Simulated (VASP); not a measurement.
ZnS (Wurtzite-2H), 4 atoms in the cell. Symmetry: P6_3mc, No. 186, hexagonal system. The conventional cell has a = 3.811 Å, b = 3.811 Å, c = 6.234 Å, α = 90.00°, β = 90.00°, γ = 120.00°. Around Zn (site symmetry 3m) lie 4 S at 2.31 to 2.40 Å. Around S (site symmetry 3m) lie 4 Zn at 2.31 to 2.40 Å. 

```yaml
Program: VASP 6.6.1
Task: elastic constants
Functional: PBE
Potentials_or_basis: VASP PAW PBE potentials, release 64 (Zn, S)
Cutoff: 600 eV
k_mesh: 6 × 6 × 4
Occupations: fermi-dirac, width 0.05 eV
Spin: no spin polarisation
Ions_in_elastic_constants: relaxed
Further_INCAR_settings: ALGO = Normal; EDIFF = 1e-08; IBRION = 6; POTIM = 0.015; NSW = 1; ISIF = 3
```

Potentials or basis: VASP PAW PBE potentials, release 64 (Zn, S).

Run with:

```sh
$ cat potpaw_PBE.64/Zn/POTCAR potpaw_PBE.64/S/POTCAR > POTCAR
$ cp INCAR.step1 INCAR
$ mpirun -np 1 vasp_std > vasp.out
$ cp CONTCAR POSCAR
$ cp INCAR.step2 INCAR
$ mpirun -np 1 vasp_std > vasp.out
```

Hardware: 1 thread of Intel(R) Xeon(R) 6975P-C (Granite Rapids), with other jobs on the host.

Task: How long does it take, and how much memory?

Result: Run time: 15 min on 1 thread of Intel(R) Xeon(R) 6975P-C (Granite Rapids), on a shared host, peak memory 0.4 GiB. Counts: scf iterations 254, k points 21, ion steps 8.
